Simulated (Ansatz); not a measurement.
# MnO2 (Pnnm) in Ansatz: reference runs

How does MnO2 come out in PBE? The cell is run as given and disturbed.

Everything below comes from runs of Ansatz 0.2.0. Logs are shortened: lines on timing, memory, paths and dates and some standing lists are left out, and cuts for length are marked.

### 1 The structure

Symmetry: Pnnm, No. 58, orthorhombic system. The conventional cell has a = 4.331 Å, b = 4.462 Å, c = 2.862 Å, α = 90.00°, β = 90.00°, γ = 90.00°. Mn (site symmetry 2/m) is surrounded by 6 O at 1.88 to 1.90 Å. Around O (site symmetry m) lie 3 Mn at 1.88 to 1.90 Å.

The cell is a database's computed one.

### 2 Single point, PBE, collinear spin, ferromagnetic start

Contents of input.yaml:

```yaml
crystal:
  lattice:
    - [4.33057597, 0.0, 0.0]
    - [0.0, 4.46231267, 0.0]
    - [0.0, 0.0, 2.8624768]
  atoms:
    - { symbol: Mn, position: [0.5, 0.5, 0.5], spin: 4.0 }
    - { symbol: Mn, position: [0.0, 0.0, 0.0], spin: 4.0 }
    - { symbol: O, position: [0.21399236, 0.82296267, 0.5] }
    - { symbol: O, position: [0.28600764, 0.32296267, 0.0] }
    - { symbol: O, position: [0.71399236, 0.67703733, 0.0] }
    - { symbol: O, position: [0.78600764, 0.17703733, 0.5] }
hamiltonian:
  xc: pbe
  pseudopotentials: { kind: paw }
magnetization:
  spin_polarized: true
kpoints:
  mp_grid: { grid: [6, 6, 9] }
scf:
  occupations: { method: fermi_dirac, width: 0.05 }
output:
  forces: true
  stress: true
  eigenvalues: true
  write_density: true
  write_potential: true
  elf: true
  volumetric_format: npy
```

Potentials or basis: Ansatz PAW.

On the command line:

```bash
> ansatz run input.yaml --threads 2 --pin off --max-ram 5120MiB --backend cpu --events-out ev --progress --plain --runs-dir out
```

Log:

```text
Warning: RAYON_NUM_THREADS=2 ignored (pool sized by the plan → 2); use --threads N
Engine: ansatz 0.2.0, aarch64-unknown-linux-gnu
Pseudopotentials: kind: paw
Pseudopotential: Mn, paw, valence charge 15, recommended cutoff 420 eV (normal), Mn.paw.azcp
Pseudopotential: O, paw, valence charge 6, recommended cutoff 420 eV (normal), O.paw.azcp
Functional definition: PBE
  parameter kappa = 0.804
  parameter beta = 0.06672455060314922
  exchange = pbe_x(kappa = kappa, mu = beta*pi^2/3)
  correlation = pbe_c(beta = beta)
Crystal: 6 atoms, lattice volume = 55.316 Å³
Basis set: ecut = 420 eV, 1081 PW (Γ), exchange–correlation on 60×60×40 points (8 copies of the dense FFT grid, shifted against one another)
Bands: 38, of which v1, the nominal top of the filled ones, is band 27 counted from 1 (26 counted from 0)
Symmetry: 8 space group operations
Space group: Pnnm (ITA 58), of the structure as read, at distance tolerance 3.8e-5 Å
Magnetic group: BNS 58.393 (UNI 491), of the structure as read, at distance tolerance 3.8e-5 Å
k-points: 80 of 324
Non-local potential: Mn, projectors of the file, l = 0: 3, l = 1: 2, l = 2: 3, l = 3: 1
Non-local potential: O, projectors of the file, l = 0: 2, l = 1: 2, l = 2: 1
PAW form: soft (Blöchl's): semilocal exchange-correlation on the pseudo side does not see the compensation charge
PAW one-centre angular grid: Mn, 590 points (default); XC on 64 Gauss nodes
PAW one-centre angular grid: O, 110 points (default); XC on 64 Gauss nodes
Initial density: superposition of atomic densities (chi_scale 0.1, normalization cell, long waves kept (reshape's long-wave potential 0.00 eV rms))
Starting moments: Σ|m| = 8 μB on 2 of 6 sites
Initial wavefunctions: pseudopotential atomic-orbital guess
Functional: x = pbe(κ = 0.804, μ = 0.2195149727645171), c = pbe(β = 0.06672455060314922)
SCF iter   1: F=—  HF=-10067.253598 eV  |F-HF|=—  |Δ(HF+E_count)|=         —  Δρ=7.41e-2 (↑5.45e-2 ↓7.41e-2)  dr2=2.28e0  dr2_m=1.38e0  M=5.997 μB ∫|m|=6.324 μB  β_m=0.30  ethr=3.10e-3  ⟨swp⟩=5.5  Hψ=21261  notcnv=0  defer=4
Mixer restart at iter 1: flushing history
preconditioner: auto → Kerker (q_TF=auto, 2.717 Å⁻¹)  [metal: Δε(μ)=0.068 eV  Ē_g=12.690 eV  σ=0.050 eV  W_gap=0.31  n_scr=18 (ndim 8)  ℏωp=30.8 eV  f_vac=0.000  D(μ)=0.69/eV (n_scr^D=4)]
spin=Collinear: Kerker preconditioning applied to the charge; magnetization (m = ρ↑ − ρ↓) channel mixes plain (no charge-response kernel on spin).
SCF iter   2: F=—  HF=-10067.264640 eV  |F-HF|=—  |Δ(HF+E_count)|=   1.10e-2  Δρ=5.24e-2 (↑4.35e-2 ↓5.24e-2)  dr2=1.06e0  dr2_m=8.37e-1  M=5.997 μB ∫|m|=6.275 μB  β_m=0.65  ethr=3.10e-3  ⟨swp⟩=2.0  Hψ=8560  notcnv=0  defer=510
preconditioner: auto → Resta (q_TF=auto, 2.717 Å⁻¹)  ε∞=6.8  [insulator: Δε(μ)=0.135 eV  Ē_g=12.746 eV  σ=0.050 eV  W_gap=0.52  n_scr=18 (ndim 8)  ℏωp=30.8 eV  f_vac=0.000  D(μ)=0.43/eV (n_scr^D=0)  ε∞_Penn≈6.8]
spin=Collinear: Resta preconditioning applied to the charge; magnetization (m = ρ↑ − ρ↓) channel mixes plain (no charge-response kernel on spin).
SCF iter   3: F=—  HF=-10067.447752 eV  |F-HF|=—  |Δ(HF+E_count)|=   1.83e-1  Δρ=2.05e-2 (↑8.36e-3 ↓2.05e-2)  dr2=4.88e-1  dr2_m=2.41e-2  M=5.986 μB ∫|m|=6.159 μB  β_m=0.61  ethr=1.96e-3  ⟨swp⟩=2.3  Hψ=10773  notcnv=0  defer=510
SCF iter   4: F=—  HF=-10067.401400 eV  |F-HF|=—  |Δ(HF+E_count)|=   4.64e-2  Δρ=7.71e-3 (↑7.71e-3 ↓4.18e-3)  dr2=4.23e-2  dr2_m=4.61e-3  M=5.993 μB ∫|m|=6.135 μB  β_m=0.73  ethr=9.04e-4  ⟨swp⟩=2.7  Hψ=10095  notcnv=0  defer=539
SCF iter   5: F=—  HF=-10067.415921 eV  |F-HF|=—  |Δ(HF+E_count)|=         —  Δρ=2.93e-3 (↑2.93e-3 ↓2.27e-3)  dr2=9.77e-3  dr2_m=2.62e-4  M=5.995 μB ∫|m|=6.127 μB  β_m=0.73  ethr=7.83e-5  ⟨swp⟩=2.8  Hψ=11124  notcnv=0  defer=539
Mixer restart at iter 5: flushing history
SCF iter   6: F=—  HF=-10067.419646 eV  |F-HF|=—  |Δ(HF+E_count)|=   3.73e-3  Δρ=1.25e-3 (↑1.25e-3 ↓9.16e-4)  dr2=2.00e-3  dr2_m=1.12e-4  M=5.995 μB ∫|m|=6.129 μB  β_m=0.70  ethr=1.81e-5  ⟨swp⟩=2.0  Hψ=11301  notcnv=0  defer=539
SCF iter   7: F=—  HF=-10067.420080 eV  |F-HF|=—  |Δ(HF+E_count)|=   4.34e-4  Δρ=5.79e-4 (↑5.69e-4 ↓5.79e-4)  dr2=6.60e-4  dr2_m=7.20e-6  M=5.995 μB ∫|m|=6.127 μB  β_m=0.82  ethr=3.69e-6  ⟨swp⟩=2.1  Hψ=10835  notcnv=0  defer=539
SCF iter   8: F=—  HF=-10067.420425 eV  |F-HF|=—  |Δ(HF+E_count)|=   3.44e-4  Δρ=2.57e-4 (↑2.53e-4 ↓2.57e-4)  dr2=1.49e-4  dr2_m=3.26e-6  M=5.995 μB ∫|m|=6.127 μB  β_m=0.91  ethr=1.22e-6  ⟨swp⟩=2.6  Hψ=8892  notcnv=0  defer=539
SCF iter   9: F=—  HF=-10067.420566 eV  |F-HF|=—  |Δ(HF+E_count)|=   1.42e-4  Δρ=9.39e-5 (↑8.49e-5 ↓9.39e-5)  dr2=1.57e-5  dr2_m=2.41e-7  M=5.995 μB ∫|m|=6.127 μB  β_m=0.88  ethr=2.77e-7  ⟨swp⟩=2.0  Hψ=8318  notcnv=0  defer=539
SCF iter  10: F=—  HF=-10067.420634 eV  |F-HF|=—  |Δ(HF+E_count)|=   6.72e-5  Δρ=3.23e-5 (↑2.69e-5 ↓3.23e-5)  dr2=1.51e-6  dr2_m=1.60e-8  M=5.995 μB ∫|m|=6.127 μB  β_m=0.94  ethr=2.90e-8  ⟨swp⟩=2.0  Hψ=8713  notcnv=0  defer=539
SCF iter  11: F=—  HF=-10067.420634 eV  |F-HF|=—  |Δ(HF+E_count)|=   4.54e-7  Δρ=4.90e-6 (↑2.92e-6 ↓4.90e-6)  dr2=2.81e-8  dr2_m=1.49e-9  M=5.995 μB ∫|m|=6.127 μB  β_m=0.97  ethr=2.79e-9  ⟨swp⟩=2.5  Hψ=9844  notcnv=0  defer=539
SCF iter  12: F=-10067.420634 eV  HF=-10067.420634 eV  |F-HF|=2.22e-8  |Δ(HF+E_count)|=   2.72e-8  Δρ=4.43e-6 (↑2.81e-6 ↓4.43e-6)  dr2=2.59e-8  dr2_m=4.65e-10  M=5.995 μB ∫|m|=6.127 μB  ethr=5.20e-11  ⟨swp⟩=10.7  Hψ=38290  notcnv=0
SCF 1 converged in 12 iterations: F = -10067.420634 eV  dr2 = 2.59e-8
WARN: an SCF from antiferromagnetic starting moments (-4.00, 4.00, 0.00, 0.00, 0.00, 0.00 Bohr magnetons, atom by atom) was not made, by what the run has read of turns of its moments that order reads lower: the deck asks for what bars it, or types moments that do (magnetization.spin_polarized, in the input reference, names some of the keys), or the run goes by scf.lower_state_search: light, the default, which as a rule tries one only behind a close that has lost an order of both signs, or on which an open d or half-filled 4f shell of a PAW file has lost a moment that was set nearer to Hund's than to what is left; or, under a Hubbard U, one that names an f shell that the input leaves bare beside given moments, or a larger moment for a shell of low spin that is given one. standard, with a start from the atoms, tries one behind each close (in a relaxation, ahead of its steps or at their end). To set out from that order, type those moments (crystal.atoms[].spin; where shells were raised to Hund's moment, beside crystal.symmetry.detect: false) under scf.lower_state_search: light. The bands of the close that named these starting moments, or of the one ahead of a search that led to it (under cold or Methfessel-Paxton smearing those of the Gaussian ahead of it) read a cost of -307.17 meV for the turn to them, carried on from a small turn (-307.17 by the pairs of d shells alone)
SCF converged after 12 iterations
Magnetization: 5.9950 μB (29.9975 up, 24.0025 down)
Absolute magnetization: 6.1435 μB (∫|ρ↑−ρ↓|, with the PAW one-centre terms)
Spin contamination: 0.0547 ħ² per cell (⟨S²⟩ above its minimum at these occupations)
Per-site moments (μB) at R_I (Å): [(2.381798951283858, 0.775162977375456), (2.38179895128386, 0.775162977375456), (0.09978347086721219, 0.775162977375456), (0.09978347086721209, 0.775162977375456), (0.09978347086721209, 0.775162977375456), (0.09978347086721222, 0.775162977375456)]
Free energy (F): -10067.420634 eV
Harris-Foulkes:  -10067.420634 eV  (|F-HF|=2.22e-8)
Internal energy: -10067.418885 eV  (E = F + TS)
E sigma→0 (E₀):  -10067.419760 eV
Entropy (-TS):   -0.001749 eV (-0.291 meV/atom)
Fermi energy:    11.106809 eV
--- Per-component energies (eV) ---
  E_band       = -577.770039
  E_kinetic    = 1300.521050
  E_local      = -5435.394073  (includes V_loc(G=0)·N_el)
  E_nonlocal   = 666.137395
  E_hartree    = 2138.078592
  E_xc         = -521.380413
  E_vxc        = -666.318258  (∫ρ·V_xc dr)
  E_paw        = -3221.363676  (= ΣΔE_a)
  E_vpaw       = -718.876796  (= ΣTr[D̂ρ^β])
  E_aug_tail   = 0.009879  (compensation charges beyond the density's cutoff)
  E_ewald      = -4994.027639
  E_smearing   = -0.001749  (= −TS)
  E_closure    = 0.000000  (closes the sum)
  Σ components = -10067.420634   (vs F -10067.420634, Δ=0.00e0)
--- Forces (eV/Å), atoms counted from 1 ---
  atom   1  Mn     0.00000000     0.00000000     0.00000000
  atom   2  Mn    -0.00000000     0.00000000     0.00000000
  atom   3  O      0.04070427     0.02391889     0.00000000
  atom   4  O     -0.04070427     0.02391889     0.00000000
  atom   5  O      0.04070427    -0.02391889     0.00000000
  atom   6  O     -0.04070427    -0.02391889     0.00000000
  max |Σ_I F_I| component: 6.94e-18 eV/Å
--- Stress (GPa, compression-positive) ---
        6.208262       0.000000       0.000000
        0.000000       6.522416       0.000000
        0.000000       0.000000       5.630294
  P = ⅓ Tr σ = 6.1203 GPa (61.203 kbar)
--- Band table (eV; the first three rows and the last of 160) ---
  k-point 0 ↑: bands = ["-70.9296", "-70.9268", "-39.6686", "-39.6603", "-39.6161", "-39.6059", "-39.5398", "-39.5312", "-9.0796", "-7.2322", "-6.8068", "-6.7977", "2.9511", "3.6080", "4.2057", "5.1167", "5.1537", "6.6028", "7.1763", "7.4764", "8.1427", "8.3807", "8.4452", "8.5095", "8.6330", "9.2943", "9.7505", "9.8054", "10.2357", "10.6534", "11.1415", "13.8016", "13.8054", "14.5132", "18.6712", "21.8232", "22.2521", "24.3515"]
  k-point 1 ↑: bands = ["-70.9285", "-70.9258", "-39.6816", "-39.6739", "-39.6137", "-39.6039", "-39.5388", "-39.5305", "-8.9568", "-7.1927", "-6.8295", "-6.8203", "3.1237", "3.7294", "4.3471", "4.9671", "5.0813", "6.8723", "6.9243", "7.3581", "7.7948", "8.1240", "8.2504", "8.3665", "8.7386", "9.3149", "10.0038", "10.0295", "10.0893", "10.7103", "11.2767", "13.5401", "13.5622", "14.3302", "19.0946", "22.3367", "22.7406", "24.5555"]
  k-point 2 ↑: bands = ["-70.9255", "-70.9233", "-39.7146", "-39.7083", "-39.6074", "-39.5989", "-39.5362", "-39.5290", "-8.6154", "-7.1146", "-6.8874", "-6.8787", "3.5966", "4.0471", "4.7611", "4.8004", "5.0133", "5.9601", "6.9242", "7.2732", "7.4228", "7.7712", "7.8091", "8.3575", "8.7722", "9.2892", "9.7678", "10.3901", "10.4049", "10.6135", "11.6554", "13.0751", "13.1262", "13.8056", "20.1711", "23.5643", "23.8653", "24.8925"]
  k-point 79 ↓: bands = ["-67.8364", "-67.8364", "-36.7965", "-36.7965", "-36.5883", "-36.5883", "-36.5143", "-36.5143", "-7.0405", "-7.0405", "-6.9388", "-6.9388", "4.5073", "4.5073", "4.8924", "4.8924", "6.1551", "6.1551", "6.9614", "6.9614", "9.1163", "9.1163", "9.4362", "9.4362", "12.1711", "12.1711", "12.2647", "12.2647", "12.5883", "12.5883", "14.2186", "14.2186", "14.4317", "14.4317", "22.9642", "22.9642", "24.7572", "24.7572"]
```

Run time: 13 s. Hardware: 2 threads of Arm Neoverse V2, shared host; peak memory 0.53 GiB.

What came out:

* Free energy: -10067.4206 eV
* Pressure: 6.1 GPa
* Largest force: 0.047 eV/Å
* Band gap on the k mesh: 0.16 eV, indirect (least direct gap 0.22 eV)
* Net moment: 5.99 μB per cell
* Absolute moment: 6.14 μB per cell
* Site moments: Mn +2.38; O +0.10 μB

Forces in eV/Å, atoms in the order of the input:
```
Mn   0.000  0.000  0.000
Mn   0.000  0.000  0.000
O    0.041  0.024  0.000
O   -0.041  0.024  0.000
O    0.041 -0.024  0.000
O   -0.041 -0.024  0.000
```

Stress tensor (GPa, compression positive):
```
6.21 0.00 0.00
0.00 6.52 0.00
0.00 0.00 5.63
```

Caveat: the magnetic or orbital state may not be the lowest; odd divisions of the mesh miss points on the zone boundary, where band edges often lie, so the gap on the mesh can be too wide; the pressure holds a Pulay correction of +0.9 GPa for the finite cutoff; only a ferromagnetic start was run, and an antiferromagnetic order may lie lower in energy. A k mesh can miss the band edges.

### 3 Single point, PBE, collinear spin, ferromagnetic start (atoms moved at random, drawn with an rms of 0.05 Å)

Contents of input.yaml:

```yaml
crystal:
  lattice:
    - [4.33057597, 0.0, 0.0]
    - [0.0, 4.46231267, 0.0]
    - [0.0, 0.0, 2.8624768]
  atoms:
    - { symbol: Mn, position: [0.512336, 0.496086, 0.49786], spin: 4.0 }
    - { symbol: Mn, position: [-0.009134, -0.00146, -0.013746], spin: 4.0 }
    - { symbol: O, position: [0.204257, 0.813494, 0.508261] }
    - { symbol: O, position: [0.283759, 0.318031, -0.001753] }
    - { symbol: O, position: [0.710375, 0.677894, 0.004287] }
    - { symbol: O, position: [0.777935, 0.171854, 0.481839] }
hamiltonian:
  xc: pbe
  pseudopotentials: { kind: paw }
magnetization:
  spin_polarized: true
kpoints:
  mp_grid: { grid: [6, 6, 9] }
scf:
  occupations: { method: fermi_dirac, width: 0.05 }
output:
  forces: true
  stress: true
  eigenvalues: true
```

Potentials or basis: Ansatz PAW.

On the command line:

```bash
> ansatz run input.yaml --threads 2 --pin off --max-ram 5120MiB --backend cpu --events-out ev --progress --plain --runs-dir out
```

It took 69 s on 2 threads of Arm Neoverse V2, shared host; peak memory 1 GiB.

It converged, with:

- Free energy: -10067.5247 eV
- Pressure: 3.5 GPa
- Largest force: 1.740 eV/Å
- Band gap on the k mesh: none (metal or under the smearing width)
- Net moment: 0.00 μB per cell
- Absolute moment: 5.47 μB per cell
- Site moments: Mn +2.19, -2.18; O -0.06, +0.04, +0.06, -0.04 μB

Forces on the atoms (eV/Å):
```
Mn  -1.724 -0.198  0.126
Mn   1.072 -0.251  0.263
O    0.085  0.116 -0.545
O    0.283  0.045 -0.035
O    0.191  0.052 -0.320
O    0.093  0.237  0.511
```

Stress tensor (GPa, compression positive):
```
 2.65 -0.46 -2.09
-0.46  4.48  0.70
-2.09  0.70  3.27
```

Levels at points of the mesh, in eV from the Fermi level:
Spin up:
| k point | band 25 | band 26 | band 27 | band 28 | band 29 | band 30 |
| --- | --- | --- | --- | --- | --- | --- |
| (0.00, 0.00, 0.00) | -1.24 | -1.05 | -0.54 | -0.13 | 0.39 | 1.16 |
| (0.00, -0.50, 0.00) | -1.48 | -1.29 | -0.60 | 0.82 | 1.19 | 1.75 |
| (-0.50, 0.00, 0.00) | -1.28 | -1.21 | -0.49 | 0.83 | 1.18 | 1.81 |
| (-0.50, -0.50, 0.00) | -2.09 | -2.02 | -0.31 | 0.19 | 0.39 | 2.13 |
Spin down:
| k point | band 25 | band 26 | band 27 | band 28 | band 29 | band 30 |
| --- | --- | --- | --- | --- | --- | --- |
| (0.00, 0.00, 0.00) | -1.21 | -1.07 | -0.57 | -0.13 | 0.39 | 1.17 |
| (0.00, -0.50, 0.00) | -1.49 | -1.25 | -0.58 | 0.80 | 1.17 | 1.74 |
| (-0.50, 0.00, 0.00) | -1.34 | -1.17 | -0.47 | 0.81 | 1.15 | 1.79 |
| (-0.50, -0.50, 0.00) | -2.09 | -1.99 | -0.30 | 0.23 | 0.37 | 2.13 |

Caveat: the pressure holds a Pulay correction of +0.9 GPa for the finite cutoff; semilocal functionals often make such compounds metallic where correlation or magnetic order opens a gap, which also shifts bond lengths; the starting moments weren't kept.
